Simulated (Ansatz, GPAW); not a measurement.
# Geometry or basis: what sets the conductance of biphenyl-4,4'-dithiol between two Al chains, part 3 of 4

How well does biphenyl-4,4'-dithiol between two Al chains conduct once its atoms have relaxed, and how much do cheaper levels lose?

GPAW 26.7.0 and Ansatz 0.2.0; Ansatz plane waves; relaxation of the junction with the lead ends held (the session's first sound run).

So far, transmission at the Fermi level (one spin): step 3 (plane waves, PBE) 0.00110. Also open channels of the lead at the Fermi level (one spin): step 3 2.

## (4) Double-zeta polarised basis

The script solves lead and junction separately, takes H and S in the orbital basis, and joins semi-infinite leads through their self-energies; the dzp basis is the working standard.

This step: GPAW LCAO, PAW setups; Landauer transmission from Green's functions with principal layers (ASE), zero bias (GPAW 26.7.0).

Contents of run.py:

```python
import json
import numpy as np
from ase import Atoms
from ase.transport.calculators import TransportCalculator
from gpaw import GPAW, FermiDirac
from gpaw.lcao.tools import get_lcao_hamiltonian
from scipy.linalg import eigh

# The junction with lead layers at both ends, along the third cell vector
device = Atoms(
    ['Al', 'Al', 'Al', 'Al', 'Al', 'Al', 'Al', 'S', 'H', 'C', 'H', 'C', 'C', 'C', 'C', 'H', 'C', 'H', 'H', 'C', 'C', 'H', 'C', 'C', 'H', 'C', 'C', 'H', 'S', 'Al', 'Al', 'Al', 'Al', 'Al', 'Al', 'Al'],
    positions=[
        [6.19777, 5.28618, 1.20000],
        [6.19777, 5.28618, 3.60000],
        [6.19777, 5.28618, 6.00000],
        [6.19777, 5.28618, 8.40000],
        [6.19777, 5.28618, 10.80000],
        [4.88605, 5.71884, 12.97780],
        [5.69248, 5.18058, 15.43898],
        [4.15700, 5.67502, 16.99566],
        [6.63824, 6.41441, 18.45961],
        [4.80499, 5.27560, 18.61364],
        [3.06938, 4.08959, 19.11054],
        [6.01803, 5.78623, 19.10000],
        [4.00964, 4.50355, 19.47484],
        [6.41454, 5.53426, 20.41270],
        [4.41148, 4.26284, 20.78599],
        [7.34627, 5.97441, 20.77032],
        [5.61935, 4.77709, 21.29346],
        [3.77964, 3.64126, 21.42190],
        [8.15539, 4.47693, 22.27754],
        [6.03024, 4.53318, 22.69549],
        [7.38694, 4.40759, 23.04927],
        [4.02051, 4.52066, 23.50684],
        [5.08247, 4.40406, 23.72901],
        [7.77845, 4.15516, 24.36096],
        [8.83695, 4.04688, 24.59989],
        [5.46413, 4.14050, 25.04348],
        [6.82079, 4.01030, 25.37861],
        [4.69912, 4.02165, 25.81305],
        [7.39513, 3.55148, 27.00505],
        [6.33715, 4.77952, 28.55337],
        [7.04842, 4.17113, 31.02224],
        [6.19777, 5.28618, 33.18128],
        [6.19777, 5.28618, 35.58128],
        [6.19777, 5.28618, 37.98128],
        [6.19777, 5.28618, 40.38128],
        [6.19777, 5.28618, 42.78128]],
    cell=[[12.39554, 0.0, 0.0], [0.0, 10.57236, 0.0], [0.0, 0.0, 43.98128]],
    pbc=True)

# One principal layer of the lead: the first 4 atoms of the device
lead = Atoms(
    ['Al', 'Al', 'Al', 'Al'],
    positions=[
        [6.19777, 5.28618, 1.20000],
        [6.19777, 5.28618, 3.60000],
        [6.19777, 5.28618, 6.00000],
        [6.19777, 5.28618, 8.40000]],
    cell=[[12.39554, 0.0, 0.0], [0.0, 10.57236, 0.0], [0.0, 0.0, 9.6]],
    pbc=True)

settings = dict(mode='lcao', basis='dzp', xc='PBE', h=0.2,
                occupations=FermiDirac(0.1), maxiter=250,
                mixer=dict(beta=0.1, nmaxold=8, weight=100.0),
                convergence=dict(density=0.0001))
energies = np.arange(-2, 2 + 1e-9, 0.025)
eta = 0.0001
n1, n2 = 1, 1
# k and -k transmit alike, so half of the mesh across the current serves
mesh = [(i, j) for i in range(n1) for j in range(n2) if (i, j) <= (-i % n1, -j % n2)]
weights = np.array([1 if (i, j) == (-i % n1, -j % n2) else 2 for i, j in mesh]) / (n1 * n2)

# [... helper functions left out ...]
fermi_lead = ground_state(lead, (1, 1, 12), 'lead.txt')
fermi_device = ground_state(device, (1, 1, 2), 'device.txt')
# [... loop over the mesh left out, but for ...]
        # Shift the lead onto the potential of the device's first layer
        shift = ((H[:, 0, 0] - H0[:, 0, 0]) / S0[0, 0]).real.mean()
# [...]
kT = 8.617333e-5 * 300
bias = [0.1, 0.2, 0.5, 1.0, 1.5, 2.0]
# [... integrals and printing left out ...]
```

On the command line:

```console
$ OMP_NUM_THREADS=1 OPENBLAS_NUM_THREADS=1 python run.py
```

Numbers of over 12 decimals in the logs are rounded to 6 here.

What it wrote:

```text
basis functions: device 404, principal layer 52
Fermi level: lead -3.5302 eV, device -3.3046 eV; lead shifted by 0.0187 eV
largest coupling past the next layer 1.29e-15 eV, largest misfit of the first layer 0.065 eV
  E-E_F (eV)   T (one spin)  channels
    -2.000    3.5784e-02    1.0000
    -1.975    1.5632e-01    1.0000
    -1.950    6.6628e-01    1.0000
    -1.925    8.6995e-01    1.0000
    -1.900    5.8765e-01    1.0000
    -1.875    4.5926e-01    1.0000
    -1.850    4.1604e-01    1.0000
    -1.825    4.1228e-01    1.0000
    -1.800    4.3012e-01    1.0000
    -1.775    4.6089e-01    1.0000
    -1.750    4.9862e-01    1.0000
    -1.725    5.3791e-01    1.0000
    -1.700    5.7349e-01    1.0000
    -1.675    6.0053e-01    1.0000
    -1.650    6.1512e-01    1.0000
    -1.625    6.1453e-01    1.0000
[...]
1.825    6.0698e-02    3.0000
     1.850    7.4837e-02    3.0000
     1.875    9.3741e-02    3.0000
     1.900    1.1951e-01    3.0000
     1.925    1.5534e-01    3.0000
     1.950    2.0615e-01    3.0000
     1.975    2.7929e-01    3.0000
     2.000    3.8478e-01    3.0000
conductance at 300 K: 0.0012464 G0 a cell; thermopower -8.583 uV/K
current from the zero-bias T(E) at 0.1 V: 0.009588 uA
current from the zero-bias T(E) at 0.2 V: 0.018786 uA
current from the zero-bias T(E) at 0.5 V: 0.042136 uA
current from the zero-bias T(E) at 1.0 V: 0.07383 uA
current from the zero-bias T(E) at 1.5 V: 0.11385 uA
current from the zero-bias T(E) at 2.0 V: 0.16395 uA
```

Wall time 4.9 min (1 thread of Arm Neoverse N1, shared host); peak memory 1.9 GiB.

Numbers from this step:

```yaml
conductance: 0.001246 G₀
thermopower: -8.583 μV/K
largest_coupling_past_the_next_principal_layer: 1.29e-15 eV
largest_misfit_of_the_first_principal_layer: 0.06502 eV
shift_that_aligns_the_lead: 0.01867 eV
basis_functions_of_the_junction: 404
basis_functions_of_a_principal_layer: 52
transmission_at_the_fermi_level_one_spin: 0.001272
```

One spin. Table of transmission, zone mean by energy, zero at the Fermi level:

```tsv
energy (eV)	transmission, zone mean
-2.000	0.0358
-1.925	0.870
-1.900	0.588
-1.800	0.430
-1.700	0.573
-1.650	0.615
-1.600	0.597
-1.500	0.388
-1.400	0.158
-1.300	0.0280
-1.200	8.5e-8
-1.100	4.2e-10
-1.000	2.6e-11
-0.900	6.2e-12
-0.800	4.2e-12
-0.700	1.7e-11
-0.600	2.3e-10
-0.500	0
-0.400	1.3e-11
-0.300	2.6e-4
-0.200	5.8e-4
-0.100	0.00101
0.000	0.00127
0.100	0.00131
0.200	0.00130
0.300	0.00137
0.400	0.00153
0.500	0.00177
0.600	0.00202
0.700	0.00224
0.800	0.00241
0.900	0.00257
1.000	0.00300
1.100	0.00351
1.200	0.00421
1.300	0.00528
1.400	0.00700
1.500	0.00991
1.600	0.0152
1.700	0.0257
1.800	0.0499
1.900	0.120
2.000	0.385
```

Crossings of the lead's bands, unfolded to its shortest repeat. Table of open channels, zone mean by energy, zero at the Fermi level:

```tsv
energy (eV)	open channels, zone mean
-2.000	1
-1.900	1
-1.800	1
-1.700	1
-1.600	1
-1.500	1
-1.400	1
-1.300	1
-1.200	0
-1.100	0
-1.000	0
-0.900	0
-0.800	0
-0.700	0
-0.600	0
-0.500	0
-0.400	0
-0.300	2
-0.200	2
-0.100	2
0.000	2
0.100	2
0.200	2
0.300	2
0.400	2
0.500	2
0.600	2
0.700	2
0.800	2
0.900	2
1.000	3
1.100	3
1.200	3
1.300	3
1.400	3
1.500	3
1.600	3
1.700	3
1.800	3
1.900	3
2.000	3
```

Not self-consistent under bias; the bias window is split evenly. The current through one cell, from the zero-bias transmission by bias:

```tsv
bias (V)	current through one cell, from the zero-bias transmission (nA)
0.100	9.59
0.200	18.8
0.500	42.1
1.000	73.8
1.500	114
2.000	164
```

Table of transmission of the three most open eigenchannels by energy, zero at the Fermi level:

```tsv
energy (eV)	channel 1	channel 2	channel 3
-2.000	0.0358	0	0
-1.800	0.430	0	0
-1.600	0.597	0	0
-1.400	0.158	0	0
-1.200	8.5e-8	0	0
-1.000	2.6e-11	0	0
-0.800	4.2e-12	0	0
-0.600	2.3e-10	0	0
-0.400	1.3e-11	0	0
-0.200	5.8e-4	2.1e-7	0
0.000	0.00127	3.2e-7	0
0.200	0.00130	3.1e-8	0
0.400	0.00153	2.7e-7	0
0.600	0.00202	1.9e-6	0
0.800	0.00241	4.6e-6	0
1.000	0.00299	1.1e-5	3.1e-8
1.200	0.00419	1.8e-5	4.0e-7
1.400	0.00698	2.4e-5	1.7e-6
1.600	0.0151	2.8e-5	4.3e-6
1.800	0.0499	3.1e-5	8.5e-6
2.000	0.385	3.6e-5	1.6e-5
```

At the Fermi level T is 0.00127 against 0.00110 in plane waves. Couplings past the next layer reach 1.3e-15 eV, small enough to drop; the matrix elements of the cell's first layer differ from the bulk lead's by up to 0.065 eV. That layer keeps its own values in the calculation, and only beyond it is the lead taken as perfect. The Fermi levels of lead and junction count from different zeros of potential, one for each periodic cell; with both set to zero, the small remaining shift is what aligns them. By hand: G = 0.001246 × 77.48 μS = 0.0966 μS, a resistance of 10355 kΩ; at 0.1 V a linear junction would pass 0.00966 μA, and the integral over the bias window gives 0.00959 μA. Mott's formula, S = -(π²/3)(k_B²T/e) d ln T/dE, has the prefactor 7.33 μV/K·eV at 300 K; T = 0.001233 at -0.025 eV and 0.001297 at 0.025 eV give a slope of 1.01 per eV and S = -7.44 μV/K, beside -8.58 μV/K from the thermal integral, which interpolates the same grid.

## (5) GPAW, szp: basis = "szp(dzp)"

The second zeta is dropped, the polarisation orbitals stay.

Changes to run.py since step 4:

```diff
@@ -62,3 +62,3 @@
 
-settings = dict(mode='lcao', basis='dzp', xc='PBE', h=0.2,
+settings = dict(mode='lcao', basis='szp(dzp)', xc='PBE', h=0.2,
                 occupations=FermiDirac(0.1), maxiter=250,
```

What it wrote:

```text
basis functions: device 284, principal layer 36
Fermi level: lead -4.0293 eV, device -3.8035 eV; lead shifted by 0.0261 eV
largest coupling past the next layer 1.42e-15 eV, largest misfit of the first layer 0.072 eV
  E-E_F (eV)   T (one spin)  channels
    -2.000    1.3941e-01    1.0000
    -1.975    1.8694e-01    1.0000
    -1.950    2.5398e-01    1.0000
[...]
1.975    4.4944e-01    3.0000
     2.000    2.5127e-01    3.0000
conductance at 300 K: 0.0019581 G0 a cell; thermopower -19.69 uV/K
current from the zero-bias T(E) at 0.1 V: 0.015076 uA
current from the zero-bias T(E) at 0.2 V: 0.029643 uA
current from the zero-bias T(E) at 0.5 V: 0.069713 uA
current from the zero-bias T(E) at 1.0 V: 0.15251 uA
current from the zero-bias T(E) at 1.5 V: 0.31608 uA
current from the zero-bias T(E) at 2.0 V: 0.73481 uA
```

The job ended after 3.6 min (1 thread; peak memory 1.9 GiB).

Numbers from this step:

```yaml
conductance: 0.001958 G₀
thermopower: -19.69 μV/K
largest_coupling_past_the_next_principal_layer: 1.42e-15 eV
largest_misfit_of_the_first_principal_layer: 0.07222 eV
shift_that_aligns_the_lead: 0.02606 eV
basis_functions_of_the_junction: 284
basis_functions_of_a_principal_layer: 36
transmission_at_the_fermi_level_one_spin: 0.001996
```

One spin. The transmission, zone mean by energy, zero at the Fermi level:

```tsv
energy (eV)	transmission, zone mean
-2.000	0.139
-1.900	0.452
-1.800	0.860
-1.700	0.960
-1.650	0.968
-1.600	0.954
-1.500	0.482
-1.400	0.0274
-1.300	4.9e-10
-1.200	2.2e-11
-1.100	4.0e-12
-1.000	1.5e-12
-0.900	1.2e-12
-0.800	2.2e-12
-0.700	7.4e-11
-0.600	5.8e-12
-0.500	0
-0.400	0
-0.300	2.6e-4
-0.200	6.0e-4
-0.100	0.00131
0.000	0.00200
0.100	0.00237
0.200	0.00270
0.300	0.00329
0.400	0.00430
0.500	0.00577
0.600	0.00767
0.700	0.0101
0.800	0.0139
0.900	0.0217
1.000	0.0365
1.100	0.0722
1.200	0.187
1.300	0.681
1.350	0.994
1.400	0.744
1.500	0.264
1.600	0.132
1.700	0.0872
1.800	0.0706
1.900	0.109
1.950	0.973
2.000	0.251
```

The conductance, 0.00196 G₀, lies 57 % above that of the dzp run.

## (6) Minimal basis

The minimal basis is the cheapest rung: no second zeta and no polarisation.

Changes to run.py since step 5:

```diff
@@ -62,3 +62,3 @@
 
-settings = dict(mode='lcao', basis='szp(dzp)', xc='PBE', h=0.2,
+settings = dict(mode='lcao', basis='sz(dzp)', xc='PBE', h=0.2,
                 occupations=FermiDirac(0.1), maxiter=250,
```

What it wrote:

```text
basis functions: device 120, principal layer 16
Fermi level: lead -4.2983 eV, device -4.0323 eV; lead shifted by 0.0347 eV
largest coupling past the next layer 8.64e-16 eV, largest misfit of the first layer 0.092 eV
  E-E_F (eV)   T (one spin)  channels
    -2.000    5.6193e-01    1.0000
    -1.975    7.5203e-01    1.0000
    -1.950    8.8800e-01    1.0000
[...]
1.975    3.2323e-01    3.0000
     2.000    6.8589e-01    3.0000
conductance at 300 K: 0.0030853 G0 a cell; thermopower -21 uV/K
current from the zero-bias T(E) at 0.1 V: 0.02378 uA
current from the zero-bias T(E) at 0.2 V: 0.046881 uA
current from the zero-bias T(E) at 0.5 V: 0.11127 uA
current from the zero-bias T(E) at 1.0 V: 0.24249 uA
current from the zero-bias T(E) at 1.5 V: 0.50526 uA
current from the zero-bias T(E) at 2.0 V: 1.2182 uA
```

Run time: 2.4 min. Hardware: 1 thread; peak memory 1.8 GiB.

Numbers from this step:

```yaml
conductance: 0.003085 G₀
thermopower: -21.00 μV/K
largest_coupling_past_the_next_principal_layer: 8.64e-16 eV
largest_misfit_of_the_first_principal_layer: 0.09242 eV
shift_that_aligns_the_lead: 0.03467 eV
basis_functions_of_the_junction: 120
basis_functions_of_a_principal_layer: 16
transmission_at_the_fermi_level_one_spin: 0.003136
```

The conductance, 0.00309 G₀, lies 148 % above that of the dzp run.

## (7) revPBE in the dzp basis: xc = "revPBE"

Back in the dzp basis, the functional changes from PBE to revPBE, to set the spread between functionals beside that between bases.

Changes to run.py since step 6:

```diff
@@ -62,3 +62,3 @@
 
-settings = dict(mode='lcao', basis='sz(dzp)', xc='PBE', h=0.2,
+settings = dict(mode='lcao', basis='dzp', xc='revPBE', h=0.2,
                 occupations=FermiDirac(0.1), maxiter=250,
```

What it wrote:

```text
basis functions: device 404, principal layer 52
Fermi level: lead -3.4797 eV, device -3.2494 eV; lead shifted by 0.0167 eV
largest coupling past the next layer 1.69e-15 eV, largest misfit of the first layer 0.065 eV
  E-E_F (eV)   T (one spin)  channels
    -2.000    3.4295e-02    1.0000
    -1.975    1.4563e-01    1.0000
    -1.950    6.2061e-01    1.0000
[...]
1.975    1.9742e-01    3.0000
     2.000    2.6727e-01    3.0000
conductance at 300 K: 0.001164 G0 a cell; thermopower -8.367 uV/K
current from the zero-bias T(E) at 0.1 V: 0.0089583 uA
current from the zero-bias T(E) at 0.2 V: 0.017573 uA
current from the zero-bias T(E) at 0.5 V: 0.039589 uA
current from the zero-bias T(E) at 1.0 V: 0.069646 uA
current from the zero-bias T(E) at 1.5 V: 0.10802 uA
current from the zero-bias T(E) at 2.0 V: 0.1553 uA
```

Run time: 5 min. Hardware: 1 thread; peak memory 1.9 GiB.

This step gave:

| Quantity | Value |
| --- | --- |
| conductance | 0.001164 G₀ |
| thermopower | -8.367 μV/K |
| largest coupling past the next principal layer | 1.69e-15 eV |
| largest misfit of the first principal layer | 0.06488 eV |
| shift that aligns the lead | 0.01668 eV |
| basis functions of the junction | 404 |
| basis functions of a principal layer | 52 |
| transmission at the Fermi level (one spin) | 0.001187 |

One spin. The transmission, zone mean by energy, zero at the Fermi level:

```tsv
energy (eV)	transmission, zone mean
-2.000	0.0343
-1.925	0.897
-1.900	0.614
-1.800	0.429
-1.700	0.559
-1.650	0.597
-1.600	0.577
-1.500	0.370
-1.400	0.147
-1.300	0.0214
-1.200	4.8e-8
-1.100	4.1e-10
-1.000	2.3e-11
-0.900	5.4e-12
-0.800	3.5e-12
-0.700	1.3e-11
-0.600	3.0e-10
-0.500	0
-0.400	1.5e-11
-0.300	2.5e-4
-0.200	5.6e-4
-0.100	9.5e-4
0.000	0.00119
0.100	0.00123
0.200	0.00122
0.300	0.00129
0.400	0.00145
0.500	0.00168
0.600	0.00194
0.700	0.00215
0.800	0.00232
0.900	0.00246
1.000	0.00266
1.100	0.00321
1.200	0.00383
1.300	0.00476
1.400	0.00623
1.500	0.00869
1.600	0.0130
1.700	0.0215
1.800	0.0401
1.900	0.0901
2.000	0.267
```

The conductance, 0.00116 G₀, lies 6.6 % below that of the dzp run.

## (8) The structure as built: geometry = "as built"

The dzp basis with PBE on the structure as first built shows what the relaxation was worth.

Changes to run.py since step 7:

```diff
@@ -17,28 +17,28 @@
         [6.19777, 5.28618, 10.80000],
-        [4.88605, 5.71884, 12.97780],
-        [5.69248, 5.18058, 15.43898],
-        [4.15700, 5.67502, 16.99566],
-        [6.63824, 6.41441, 18.45961],
-        [4.80499, 5.27560, 18.61364],
-        [3.06938, 4.08959, 19.11054],
-        [6.01803, 5.78623, 19.10000],
-        [4.00964, 4.50355, 19.47484],
-        [6.41454, 5.53426, 20.41270],
-        [4.41148, 4.26284, 20.78599],
-        [7.34627, 5.97441, 20.77032],
-        [5.61935, 4.77709, 21.29346],
-        [3.77964, 3.64126, 21.42190],
-        [8.15539, 4.47693, 22.27754],
-        [6.03024, 4.53318, 22.69549],
-        [7.38694, 4.40759, 23.04927],
-        [4.02051, 4.52066, 23.50684],
-        [5.08247, 4.40406, 23.72901],
-        [7.77845, 4.15516, 24.36096],
-        [8.83695, 4.04688, 24.59989],
-        [5.46413, 4.14050, 25.04348],
-        [6.82079, 4.01030, 25.37861],
-        [4.69912, 4.02165, 25.81305],
-        [7.39513, 3.55148, 27.00505],
-        [6.33715, 4.77952, 28.55337],
-        [7.04842, 4.17113, 31.02224],
+        [6.19777, 5.28618, 13.20000],
+        [6.19777, 5.28618, 15.60000],
+        [4.41148, 5.12763, 16.87437],
+        [6.60175, 6.22054, 18.47203],
+        [4.88624, 4.90623, 18.57373],
+        [3.25000, 3.56735, 19.02061],
+        [6.00282, 5.56105, 19.09494],
+        [4.12656, 4.08332, 19.40565],
+        [6.36187, 5.38404, 20.43616],
+        [4.48696, 3.90862, 20.74652],
+        [7.23090, 5.91501, 20.82055],
+        [5.61119, 4.55470, 21.28507],
+        [3.88399, 3.25000, 21.36892],
+        [8.02411, 3.75642, 22.27939],
+        [5.98927, 4.37144, 22.69571],
+        [7.28369, 3.95957, 23.05085],
+        [4.05463, 4.92773, 23.49430],
+        [5.06609, 4.60070, 23.72873],
+        [7.64374, 3.78455, 24.39179],
+        [8.65305, 3.45805, 24.63162],
+        [5.42433, 4.42778, 25.07070],
+        [6.71701, 4.02385, 25.40686],
+        [4.68037, 4.61040, 25.84194],
+        [7.18545, 3.78986, 27.10632],
+        [6.19777, 5.28618, 28.38128],
+        [6.19777, 5.28618, 30.78128],
         [6.19777, 5.28618, 33.18128],
@@ -62,3 +62,3 @@
 
-settings = dict(mode='lcao', basis='dzp', xc='revPBE', h=0.2,
+settings = dict(mode='lcao', basis='dzp', xc='PBE', h=0.2,
                 occupations=FermiDirac(0.1), maxiter=250,
```

What it wrote:

```text
basis functions: device 404, principal layer 52
Fermi level: lead -3.5302 eV, device -3.3255 eV; lead shifted by 0.0016 eV
largest coupling past the next layer 1.29e-15 eV, largest misfit of the first layer 0.013 eV
  E-E_F (eV)   T (one spin)  channels
    -2.000    1.5224e-02    1.0000
    -1.975    4.0694e-02    1.0000
    -1.950    1.6465e-01    1.0000
[...]
1.975    6.5146e-02    3.0000
     2.000    7.6251e-02    3.0000
conductance at 300 K: 0.0031255 G0 a cell; thermopower -2.143 uV/K
current from the zero-bias T(E) at 0.1 V: 0.024101 uA
current from the zero-bias T(E) at 0.2 V: 0.047514 uA
current from the zero-bias T(E) at 0.5 V: 0.10785 uA
current from the zero-bias T(E) at 1.0 V: 0.16987 uA
current from the zero-bias T(E) at 1.5 V: 0.22342 uA
current from the zero-bias T(E) at 2.0 V: 0.28858 uA
```

It took 5 min on 1 thread; peak memory 1.9 GiB.

This step gave:

```
conductance                                    : 0.003126 G₀
thermopower                                    : -2.143 μV/K
largest coupling past the next principal layer : 1.29e-15 eV
largest misfit of the first principal layer    : 0.01266 eV
shift that aligns the lead                     : 0.001619 eV
transmission at the Fermi level (one spin)     : 0.003167
```

The conductance, 0.00313 G₀, lies 151 % above that of the dzp run.

## (9) Cost and result by level

Times are wall times on the hardware named with each run. The runs compared:

```tsv
no.	run	conductance (G₀)	time	memory (GiB)
1	pw PBE	0.001083	5 h	6.7
2	dzp	0.001246	4.9 min	1.9
3	szp	0.001958	3.6 min	1.9
4	sz	0.003085	2.4 min	1.8
5	dzp revPBE	0.001164	5 min	1.9
6	asbuilt	0.003126	5 min	1.9
```

(Part 3 of 4 ends here.)

[Logs are printed without paths, hosts, clocks, repeated set-up lines and the standing remarks that a program may print on its own settings, such as how far it seeks lower states.]

[Hosts, paths, dates, database ids (printed as entryN), source tags and the programs' standing remarks are cut or masked in the printed files.]
